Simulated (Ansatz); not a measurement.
input.yaml

```yaml
crystal:
  lattice:
    - [4.3666429682, 0.0, 0.0958621085]
    - [-2.1833214841, 3.413404261, -0.0479310543]
    - [0.1582530832, 0.0, 6.7225883363]
  atoms:
    - { symbol: Ge, position: [0.6408920117, 0.3544729885, 0.0562312598] }
    - { symbol: Ge, position: [0.3073753559, 0.6455270115, 0.5498163113] }
    - { symbol: Ge, position: [0.7135809769, 0.3544729885, 0.4437687402] }
    - { symbol: Ge, position: [0.3381516556, 0.6455270115, 0.9501836887] }
basis:
  ecutwfc: 420
kpoints:
  mp_grid: { grid: [12, 12, 6] }
hamiltonian:
  xc: pbe
scf:
  occupations: { method: gaussian, width: 0.1 }
output:
  forces: true
  stress: true
  eigenvalues: true
```

Run as
```bash
ansatz run input.yaml --threads 1 --pin off --max-ram 1331MiB --backend cpu --events-out ev --progress --plain --runs-dir out
```

Theory: DFT PBE, scalar-relativistic, plane waves, PAW in Ansatz 0.2.0.

Part of what the program printed, abridged:

```
Pseudopotentials: kind: paw
Pseudopotential: Ge, paw, valence charge 14, recommended cutoff 420 eV (normal)
Functional definition: PBE
Crystal: 4 atoms, lattice volume = 100.149 Å³
Basis set: ecut = 420 eV, 1961 PW (Γ), exchange–correlation on 60×60×90 points (8 copies of the dense FFT grid, shifted against one another)
Bands: 34, of which v1, the nominal top of the filled ones, is band 28 counted from 1 (27 counted from 0)
Symmetry: 2 space group operations
Space group: C2 (ITA 5), of the structure as read, at distance tolerance 4.6e-5 Å
k-points: 242 of 864 (time reversal used)
Initial density: superposition of atomic densities (neutral atoms: chi_scale 0, normalization atom), corrected by the library's trained network
Initial wavefunctions: pseudopotential atomic-orbital guess
Functional: x = pbe(κ = 0.804, μ = 0.21951497), c = pbe(β = 0.06672455)
SCF iter   1: F=—  HF=-17179.071826 eV  |F-HF|=—  |Δ(HF+E_count)|=         —  Δρ=1.36e-3  dr2=2.50e-3  ethr=1.77e-3  ⟨swp⟩=5.7  Hψ=31482  notcnv=0
SCF iter   2: F=—  HF=-17179.070692 eV  |F-HF|=—  |Δ(HF+E_count)|=   1.13e-3  Δρ=7.00e-4  dr2=7.81e-4  ethr=4.47e-6  ⟨swp⟩=2.0  Hψ=16955  notcnv=0
SCF iter   3: F=—  HF=-17179.070418 eV  |F-HF|=—  |Δ(HF+E_count)|=   2.74e-4  Δρ=1.66e-4  dr2=5.67e-5  ethr=1.40e-6  ⟨swp⟩=2.0  Hψ=14701  notcnv=0
SCF iter   4: F=—  HF=-17179.070409 eV  |F-HF|=—  |Δ(HF+E_count)|=   9.81e-6  Δρ=5.02e-5  dr2=6.28e-6  ethr=1.01e-7  ⟨swp⟩=3.0  Hψ=14740  notcnv=0
SCF iter   5: F=—  HF=-17179.070408 eV  |F-HF|=—  |Δ(HF+E_count)|=   1.02e-6  Δρ=1.15e-5  dr2=2.61e-7  ethr=1.12e-8  ⟨swp⟩=3.0  Hψ=14855  notcnv=0
SCF iter   6: F=-17179.070408 eV  HF=-17179.070408 eV  |F-HF|=1.42e-8  |Δ(HF+E_count)|=   1.35e-7  Δρ=3.57e-6  dr2=1.22e-8  ethr=1.79e-10  ⟨swp⟩=7.1  Hψ=31113  notcnv=0
SCF 1 converged in 6 iterations: F = -17179.070408 eV  dr2 = 1.22e-8
SCF converged after 6 iterations
Free energy (F): -17179.070408 eV
Harris-Foulkes:  -17179.070408 eV  (|F-HF|=1.42e-8)
Internal energy: -17179.066135 eV  (E = F + TS)
E sigma→0 (E₀):  -17179.068271 eV
Entropy (-TS):   -0.004273 eV (-1.068 meV/atom)
Fermi energy:    7.233017 eV
--- Per-component energies (eV) ---
  E_band       = -662.630822
  E_kinetic    = 441.105719
  E_local      = -10179.715469  (includes V_loc(G=0)·N_el)
  E_nonlocal   = 1670.516440
  E_hartree    = 4453.341267
  E_xc         = -300.012864
  E_vxc        = -255.264400  (∫ρ·V_xc dr)
  E_paw        = -8076.320579  (= ΣΔE_a)
  E_vpaw       = -1245.953704  (= ΣTr[D̂ρ^β])
  E_aug_tail   = 0.001221  (compensation charges beyond the density's cutoff)
  E_ewald      = -5187.981868
  E_smearing   = -0.004273  (= −TS)
--- Forces (eV/Å), atoms counted from 1 ---
  atom   1  Ge     2.13046767    -0.83387009     0.91004779
  atom   2  Ge     2.03880501     0.83387287     1.16141065
  atom   3  Ge    -2.13046767    -0.83387009    -0.91004779
  atom   4  Ge    -2.03880501     0.83387287    -1.16141065
--- Stress (GPa, compression-positive) ---
       -0.541458       0.000000       0.823876
        0.000000       0.530575       0.000000
        0.823875       0.000000      -3.630270
  P = ⅓ Tr σ = -1.2137 GPa (-12.137 kbar)
--- Band table (eV; the first three rows and the last of 242) ---
  k-point 0: bands = ["-17.5389", "-17.5340", "-17.4498", "-17.4402", "-17.4398", "-17.4385", "-17.4296", "-17.4143", "-17.4031", "-17.3854", "-17.3245", "-17.3053", "-17.2951", "-17.2804", "-17.2741", "-17.2666", "-17.2620", "-17.2535", "-17.2101", "-17.2081", "-4.8010", "-3.1440", "0.7070", "5.2724", "5.8146", "6.3060", "6.3424", "6.8906", "7.8628", "8.2625", "9.1951", "9.5996", "9.9619", "11.8399"]
  k-point 1: bands = ["-17.5387", "-17.5343", "-17.4510", "-17.4430", "-17.4376", "-17.4354", "-17.4281", "-17.4134", "-17.4049", "-17.3873", "-17.3228", "-17.3059", "-17.2930", "-17.2825", "-17.2761", "-17.2672", "-17.2618", "-17.2525", "-17.2098", "-17.2080", "-4.7275", "-3.3282", "1.0392", "5.3048", "5.4280", "5.9956", "6.3978", "7.0662", "7.7394", "8.1753", "9.3709", "9.6884", "10.1563", "11.7456"]
  k-point 2: bands = ["-17.5383", "-17.5350", "-17.4517", "-17.4464", "-17.4350", "-17.4315", "-17.4239", "-17.4112", "-17.4087", "-17.3921", "-17.3181", "-17.3079", "-17.2889", "-17.2858", "-17.2797", "-17.2714", "-17.2590", "-17.2518", "-17.2092", "-17.2078", "-4.5123", "-3.7332", "1.8797", "4.2390", "5.4947", "5.8857", "6.6691", "7.0958", "7.4708", "7.6846", "9.7441", "9.8584", "10.8872", "11.5075"]
  k-point 241: bands = ["-17.5651", "-17.5623", "-17.4849", "-17.4802", "-17.4728", "-17.4115", "-17.4055", "-17.3713", "-17.3661", "-17.3609", "-17.3401", "-17.3288", "-17.3237", "-17.3018", "-17.2909", "-17.2517", "-17.2346", "-17.2263", "-17.1787", "-17.1750", "-3.1158", "-2.1062", "-0.2896", "0.5082", "3.5920", "3.7461", "4.7838", "5.7506", "10.0270", "10.1982", "11.0122", "11.5624", "12.0232", "12.6341"]
```

The calculation finished and met its thresholds.